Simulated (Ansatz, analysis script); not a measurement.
## Zigzag Re chain, bond 2.521 Å: non-collinear orders

Aim: rank collinear and non-collinear patterns of moments in one cell of a zigzag Re chain, bond 2.521 Å.

Method: PBE, PAW set soft_2, in Ansatz 0.2.0.

This is a report of a sequence of runs, with most program output left out.

In doubt: warnings of the run leave room for a lower electronic state (step 10), so energies may not be the lowest and differences between runs may mislead.

## Step 1: Starting point

The cell holds 4 atoms: 4 Re. Its edges and angles: a = 12.000 Å, b = 12.000 Å, c = 6.050 Å, α = 90.0°, β = 90.0°, γ = 90.0°. It derives from Re. An idealised lattice of chosen spacing, in vacuum. Vacuum lies along a and b. The structure's axis is c.

## Step 2: Starting state

The work starts on two spin channels, which tell the size of the moments.

input.yaml reads:

```yaml
crystal:
  lattice:
    - [12.0, 0.0, 0.0]
    - [0.0, 12.0, 0.0]
    - [0.0, 0.0, 6.0504]
  atoms:
    - { symbol: Re, position: [0.4159666667, 0.5, 0.0], spin: 1.0 }
    - { symbol: Re, position: [0.4159666667, 0.5, 0.5], spin: 1.0 }
    - { symbol: Re, position: [0.5840333333, 0.5, 0.25], spin: 1.0 }
    - { symbol: Re, position: [0.5840333333, 0.5, 0.75], spin: 1.0 }
magnetization:
  spin_polarized: true
kpoints:
  mp_grid: { grid: [1, 1, 4] }
hamiltonian:
  xc: pbe
scf:
  occupations: { method: fermi_dirac, width: 0.2 }
  max_iter: 120
  convergence: { dr2_threshold: 1.0e-08 }
output:
  write_density: true
  write_potential: true
  elf: true
  volumetric_format: npy
```

Launch:

```sh
ansatz run input.yaml --threads 4 --pin off --max-ram 8192MiB --backend cpu --events-out ev --progress --plain --runs-dir out
```

The job ended after 51 s (4 threads of Arm Neoverse V2, shared host; peak memory 1.3 GiB; 3.3 min of CPU time).

Spin moment in the atom's sphere by atom:

```csv
atom,spin moment in the atom's sphere (μB)
Re1,1.05
Re2,1.05
Re3,-1.05
Re4,-1.05
```

Tables count atoms from 1; parts of the log count from 0.

The run ends antiferromagnetic, with a net moment of 0.001 μB a cell. The start was parallel, and the run left it.

Spin density in the ca plane at fractional y = 0.500, with atoms of Re within 0.2 Å of it.

Ten even steps from '0' (-0.25 e/Å³) to '9' (0.25 e/Å³), each cell a mean:
```
55555555555555555
55555555555555555
55555555555555555
55555555555555555
55544455555544555
54444444444444444
44444444444444444
44433344444433444
44311134444211234
43100013442000024
44200024443000034
55422245554322345
98654568987544578
99755579999655699
99755579998655689
87555557876555567
55555555555555555
55555555555555555
55555555555555555
55555555555555555
55555555555555555
55555555555555555
55555555555555555
55555555555555555
```
Columns run along c (6.1 Å), rows up along a (12.0 Å). Atoms in or near the plane, at fractional coordinates: Re at (0.00, 0.42), Re at (0.50, 0.42), Re at (0.25, 0.58), Re at (0.75, 0.58).

Valence density in the ca plane at fractional y = 0.500, with atoms of Re within 0.2 Å of it. It is the smooth field of the valence electrons, not physical close to the nuclei.

Values in e/Å³, 13 rows by 16 columns, each cell a mean:
```
0.0 0.0 0.0 0.0 0.0 0.0 0.0 0.0 0.0 0.0 0.0 0.0 0.0 0.0 0.0 0.0
0.0 0.0 0.0 0.0 0.0 0.0 0.0 0.0 0.0 0.0 0.0 0.0 0.0 0.0 0.0 0.0
0.0 0.0 0.0 0.0 0.0 0.0 0.0 0.0 0.0 0.0 0.0 0.0 0.0 0.0 0.0 0.0
0.0 0.0 0.1 0.1 0.1 0.1 0.0 0.0 0.0 0.0 0.1 0.1 0.1 0.1 0.0 0.0
0.2 0.3 1.0 2.5 2.9 1.8 0.6 0.2 0.2 0.3 1.0 2.4 2.9 1.8 0.5 0.2
0.3 0.6 2.6 5.7 6.1 4.4 1.3 0.4 0.3 0.7 2.6 5.7 6.1 4.5 1.3 0.4
1.8 1.3 0.8 0.9 1.0 0.8 1.0 1.6 1.8 1.3 0.8 0.9 1.0 0.8 0.9 1.6
6.6 4.7 1.3 0.4 0.3 0.6 2.8 6.0 6.6 4.7 1.4 0.4 0.3 0.6 2.7 6.2
1.6 0.9 0.3 0.2 0.1 0.2 0.6 1.3 1.5 0.9 0.3 0.2 0.1 0.2 0.5 1.3
0.0 0.0 0.0 0.0 0.0 0.0 0.0 0.0 0.0 0.0 0.0 0.0 0.0 0.0 0.0 0.0
0.0 0.0 0.0 0.0 0.0 0.0 0.0 0.0 0.0 0.0 0.0 0.0 0.0 0.0 0.0 0.0
0.0 0.0 0.0 0.0 0.0 0.0 0.0 0.0 0.0 0.0 0.0 0.0 0.0 0.0 0.0 0.0
0.0 0.0 0.0 0.0 0.0 0.0 0.0 0.0 0.0 0.0 0.0 0.0 0.0 0.0 0.0 0.0
```
Columns run along c (6.1 Å), rows up along a (12.0 Å). Atoms in or near the plane, at fractional coordinates: Re at (0.00, 0.42), Re at (0.50, 0.42), Re at (0.25, 0.58), Re at (0.75, 0.58).

ELF in the ca plane at fractional y = 0.500, with atoms of Re within 0.2 Å of it. It is the smooth field of the valence electrons, not physical close to the nuclei.

Ten even steps from '0' (0.00) to '9' (0.70), each cell a mean:
```
00000000000000000
00000000000000000
00000000000000000
00000000000000000
11000001111000011
22111112222111122
43222223443222234
64333334653333335
64589854654799745
54796984545977954
54698964544899854
55566655555566555
87555557886555567
79645369789444489
89646469998455489
75456545764466446
22345432222355422
12233322112233321
11112111111111111
00000000000000000
00000000000000000
00000000000000000
00000000000000000
00000000000000000
```
Columns run along c (6.1 Å), rows up along a (12.0 Å). Atoms in or near the plane, at fractional coordinates: Re at (0.00, 0.42), Re at (0.50, 0.42), Re at (0.25, 0.58), Re at (0.75, 0.58).

## Step 3: The same state on a denser mesh

Levels at the Fermi energy are partly filled, so moments and energy differences can hang on the k-mesh, and the state is solved again on a denser one.

input.yaml, the sections that differ from step 2:

```yaml
crystal:
  lattice:
    - [12.0, 0.0, 0.0]
    - [0.0, 12.0, 0.0]
    - [0.0, 0.0, 6.0504]
  atoms:
    - { symbol: Re, position: [0.4159666667, 0.5, 0.0], spin: 1.05 }
    - { symbol: Re, position: [0.4159666667, 0.5, 0.5], spin: 1.05 }
    - { symbol: Re, position: [0.5840333333, 0.5, 0.25], spin: -1.05 }
    - { symbol: Re, position: [0.5840333333, 0.5, 0.75], spin: -1.05 }
kpoints:
  mp_grid: { grid: [1, 1, 18] }
basis:
  ecutwfc: 420.0
checkpoint:
  read: start
  write: ck
  compress: false
  write_wavefunctions: false
  write_every: 100000
# magnetization, hamiltonian, scf: as in step 2
# output: removed
```

Wall time 22 s (4 threads); peak memory 1.5 GiB.

Spin moment in the atom's sphere by atom:

```csv
atom,spin moment in the atom's sphere (μB)
Re1,1.05
Re2,1.05
Re3,-1.05
Re4,-1.05
```

The run ends antiferromagnetic, with a net moment of 0 μB a cell, against 0.001 μB on the first mesh.

The runs on spinors take the mesh 1×1×15.

Signs and angles in the names of the patterns follow the order of the magnetic atoms in the input, which need not be their order in space.

## Step 4: Start: ferro

The parallel pattern comes first.

input.yaml, the sections that differ from step 3:

```yaml
crystal:
  lattice:
    - [12.0, 0.0, 0.0]
    - [0.0, 12.0, 0.0]
    - [0.0, 0.0, 6.0504]
  atoms:
    - { symbol: Re, position: [0.4159666667, 0.5, 0.0], spin: 1.05, spin_axis: [0.0, 0.0, 1.0] }
    - { symbol: Re, position: [0.4159666667, 0.5, 0.5], spin: 1.05, spin_axis: [0.0, 0.0, 1.0] }
    - { symbol: Re, position: [0.5840333333, 0.5, 0.25], spin: 1.05, spin_axis: [0.0, 0.0, 1.0] }
    - { symbol: Re, position: [0.5840333333, 0.5, 0.75], spin: 1.05, spin_axis: [0.0, 0.0, 1.0] }
kpoints:
  mp_grid: { grid: [1, 1, 15] }
magnetization:
  noncollinear: true
# hamiltonian, scf, basis: as in step 3
# checkpoint: removed
```

The job ended after 2.7 min (4 threads; peak memory 3.4 GiB; 11 min of CPU time).

It ends antiferromagnetic; the largest site carries 1.05 μB. The program's own search turned the parallel start over.

Spin moment in the atom's sphere by atom:

```csv
atom,x (μB),y (μB),z (μB),size
Re1,0.00,0.00,1.05,1.05
Re2,0.00,0.00,1.05,1.05
Re3,0.00,0.00,-1.05,1.05
Re4,0.00,0.00,-1.05,1.05
```

## Step 5: Start: random 2

Random directions favour no pattern, so the moments can find one that was not thought of.

input.yaml, the sections that differ from step 4:

```yaml
crystal:
  lattice:
    - [12.0, 0.0, 0.0]
    - [0.0, 12.0, 0.0]
    - [0.0, 0.0, 6.0504]
  atoms:
    - { symbol: Re, position: [0.4159666667, 0.5, 0.0], spin: 1.05, spin_axis: [0.633735, 0.550575, 0.543367] }
    - { symbol: Re, position: [0.4159666667, 0.5, 0.5], spin: 1.05, spin_axis: [0.076948, 0.433225, 0.897995] }
    - { symbol: Re, position: [0.5840333333, 0.5, 0.25], spin: 1.05, spin_axis: [-0.058274, 0.187898, -0.980458] }
    - { symbol: Re, position: [0.5840333333, 0.5, 0.75], spin: 1.05, spin_axis: [0.984558, -0.105681, 0.139562] }
output:
  write_density: true
  write_potential: true
  elf: true
  volumetric_format: npy
# kpoints, hamiltonian, scf, basis, magnetization: as in step 4
```

It took 7 min on 4 threads; peak memory 4.6 GiB; 28 min of CPU time.

It ends coplanar with net moment; the largest site carries 1.03 μB.

Spin moment in the atom's sphere by atom:

```csv
atom,x (μB),y (μB),z (μB),size
Re1,0.15,0.49,0.89,1.03
Re2,0.15,0.49,0.89,1.03
Re3,0.59,-0.09,-0.84,1.03
Re4,0.59,-0.08,-0.84,1.03
```

## Step 6: Start: tetrahedral

input.yaml, the sections that differ from step 5:

```yaml
crystal:
  lattice:
    - [12.0, 0.0, 0.0]
    - [0.0, 12.0, 0.0]
    - [0.0, 0.0, 6.0504]
  atoms:
    - { symbol: Re, position: [0.4159666667, 0.5, 0.0], spin: 1.05, spin_axis: [0.57735, 0.57735, 0.57735] }
    - { symbol: Re, position: [0.4159666667, 0.5, 0.5], spin: 1.05, spin_axis: [0.57735, -0.57735, -0.57735] }
    - { symbol: Re, position: [0.5840333333, 0.5, 0.25], spin: 1.05, spin_axis: [-0.57735, 0.57735, -0.57735] }
    - { symbol: Re, position: [0.5840333333, 0.5, 0.75], spin: 1.05, spin_axis: [-0.57735, -0.57735, 0.57735] }
# kpoints, hamiltonian, scf, basis, magnetization: as in step 5
# output: removed
```

Wall time 3 min (4 threads); peak memory 3.3 GiB; 12 min of CPU time.

It ends antiferromagnetic; the largest site carries 1.05 μB.

Spin moment in the atom's sphere by atom:

```csv
atom,x (μB),y (μB),z (μB),size
Re1,1.05,0.00,0.00,1.05
Re2,1.05,0.00,0.00,1.05
Re3,-1.05,0.00,0.00,1.05
Re4,-1.05,0.00,0.00,1.05
```

## Step 7: Start: random 1

input.yaml, the sections that differ from step 6:

```yaml
crystal:
  lattice:
    - [12.0, 0.0, 0.0]
    - [0.0, 12.0, 0.0]
    - [0.0, 0.0, 6.0504]
  atoms:
    - { symbol: Re, position: [0.4159666667, 0.5, 0.0], spin: 1.05, spin_axis: [-0.473103, -0.876854, 0.085447] }
    - { symbol: Re, position: [0.4159666667, 0.5, 0.5], spin: 1.05, spin_axis: [-0.492193, 0.780817, -0.384801] }
    - { symbol: Re, position: [0.5840333333, 0.5, 0.25], spin: 1.05, spin_axis: [-0.173167, 0.388807, -0.904899] }
    - { symbol: Re, position: [0.5840333333, 0.5, 0.75], spin: 1.05, spin_axis: [0.787787, -0.481523, -0.384093] }
# kpoints, hamiltonian, scf, basis, magnetization: as in step 6
```

Wall time 7.5 min (4 threads); peak memory 4 GiB; 30 min of CPU time.

It ends coplanar with net moment; the largest site carries 1.03 μB.

Spin moment in the atom's sphere by atom:

```csv
atom,x (μB),y (μB),z (μB),size
Re1,-1.03,-0.07,0.01,1.03
Re2,-1.03,-0.07,0.01,1.03
Re3,0.68,-0.04,-0.77,1.03
Re4,0.68,-0.04,-0.77,1.03
```

## Step 8: Start: collinear ++--

input.yaml, the sections that differ from step 7:

```yaml
crystal:
  lattice:
    - [12.0, 0.0, 0.0]
    - [0.0, 12.0, 0.0]
    - [0.0, 0.0, 6.0504]
  atoms:
    - { symbol: Re, position: [0.4159666667, 0.5, 0.0], spin: 1.05, spin_axis: [0.0, 0.0, 1.0] }
    - { symbol: Re, position: [0.4159666667, 0.5, 0.5], spin: 1.05, spin_axis: [0.0, 0.0, 1.0] }
    - { symbol: Re, position: [0.5840333333, 0.5, 0.25], spin: 1.05, spin_axis: [0.0, 0.0, -1.0] }
    - { symbol: Re, position: [0.5840333333, 0.5, 0.75], spin: 1.05, spin_axis: [0.0, 0.0, -1.0] }
# kpoints, hamiltonian, scf, basis, magnetization: as in step 7
```

It took 61 s on 4 threads; peak memory 3.3 GiB.

It ends antiferromagnetic; the largest site carries 1.05 μB.

## Step 9: Start: 90 degrees in a plane

input.yaml, the sections that differ from step 8:

```yaml
crystal:
  lattice:
    - [12.0, 0.0, 0.0]
    - [0.0, 12.0, 0.0]
    - [0.0, 0.0, 6.0504]
  atoms:
    - { symbol: Re, position: [0.4159666667, 0.5, 0.0], spin: 1.05, spin_axis: [1.0, 0.0, 0.0] }
    - { symbol: Re, position: [0.4159666667, 0.5, 0.5], spin: 1.05, spin_axis: [0.0, 1.0, 0.0] }
    - { symbol: Re, position: [0.5840333333, 0.5, 0.25], spin: 1.05, spin_axis: [-1.0, 0.0, 0.0] }
    - { symbol: Re, position: [0.5840333333, 0.5, 0.75], spin: 1.05, spin_axis: [0.0, -1.0, 0.0] }
# kpoints, hamiltonian, scf, basis, magnetization: as in step 8
```

Wall time 2.2 min (4 threads); peak memory 3.3 GiB; 8.7 min of CPU time.

It ends antiferromagnetic; the largest site carries 1.05 μB.

## Step 10: Start: collinear +-+-

input.yaml, the sections that differ from step 9:

```yaml
crystal:
  lattice:
    - [12.0, 0.0, 0.0]
    - [0.0, 12.0, 0.0]
    - [0.0, 0.0, 6.0504]
  atoms:
    - { symbol: Re, position: [0.4159666667, 0.5, 0.0], spin: 1.05, spin_axis: [0.0, 0.0, 1.0] }
    - { symbol: Re, position: [0.4159666667, 0.5, 0.5], spin: 1.05, spin_axis: [0.0, 0.0, -1.0] }
    - { symbol: Re, position: [0.5840333333, 0.5, 0.25], spin: 1.05, spin_axis: [0.0, 0.0, 1.0] }
    - { symbol: Re, position: [0.5840333333, 0.5, 0.75], spin: 1.05, spin_axis: [0.0, 0.0, -1.0] }
# kpoints, hamiltonian, scf, basis, magnetization: as in step 9
```

The job ended after 3.5 min (4 threads; peak memory 3.5 GiB).

It ends antiferromagnetic; the largest site carries 1.05 μB.

## Step 11: Side runs that gave no result

| changed | outcome |
| --- | --- |
| hamiltonian.xc; basis.ecutwfc; scf.convergence.dr2_threshold | cut off at the time limit |

## Step 12: The textures side by side

The last two columns average e·e over the pairs of the two nearest shells of magnetic atoms: 1 is parallel, −1 opposed.

The states reached:

```csv
start,final state,energy (meV/magnetic atom),net moment (μB/cell),mean moment (μB),least moment (μB),typed angles to the first (deg),final angles to the first (deg),triple product of the first three,"mean cosine, nearest magnetic neighbours",second shell
ferro,antiferromagnetic,0.7592,5.00e-4,1.046,1.046,0 0 0,0 180 180,0,-1,1
random 2,coplanar with net moment,0,2.789,1.03,1.03,39 118 50,0 132 132,0,-0.67,1
tetrahedral,antiferromagnetic,0.7592,0,1.046,1.046,109 109 109,0 180 180,0,-1,1
random 1,coplanar with net moment,0,2.789,1.03,1.03,119 110 89,0 132 132,5.00e-4,-0.67,1
collinear ++--,antiferromagnetic,0.7592,0,1.046,1.046,0 180 180,0 180 180,0,-1,1
90 degrees in a plane,antiferromagnetic,0.7592,0,1.046,1.046,90 180 90,0 180 180,0,-1,1
collinear +-+-,antiferromagnetic,0.7592,0,1.046,1.046,180 0 180,0 180 180,0,-1,1
```

## Step 13: Results

```
lowest state found                                    : coplanar with net moment
mean cosine between nearest magnetic neighbours there : -0.67
net moment of the lowest state                        : 2.79 μB a cell
mean moment in the lowest state                       : 1.03 μB
```

**Reading.** The lowest state found is coplanar with net moment, reached from the start «random 2», 0.759 meV a magnetic atom under the next one (antiferromagnetic). The lowest collinear state among those run (antiferromagnetic) lies 0.759 meV a magnetic atom above a non-collinear one. 2 of the 7 converged starts end within 0.1 meV of the lowest. 6 starts left the typed angles, so their energies belong to the state reached. Without spin–orbit coupling only the angles between moments count. Only the listed patterns were tried. The 7 spinor runs took 27 min of wall time, added up. Energies are free energies at a smearing of 0.2 eV, and with partly filled levels differences shift, at times strongly, as the smearing goes to zero. The cell was taken as built, with atoms unrelaxed.

[Logs and program files are shortened in this print: banners, set-up blocks, solver, clock and traceback lines can be left out without a mark of their own.]

[Logs are printed without paths, hosts, clocks, repeated set-up lines and the standing remarks that a program may print on its own settings, such as how far it seeks lower states.]

[Hosts, paths, dates, database ids (printed as entryN), source tags and the programs' standing remarks are cut or masked in the printed files.]
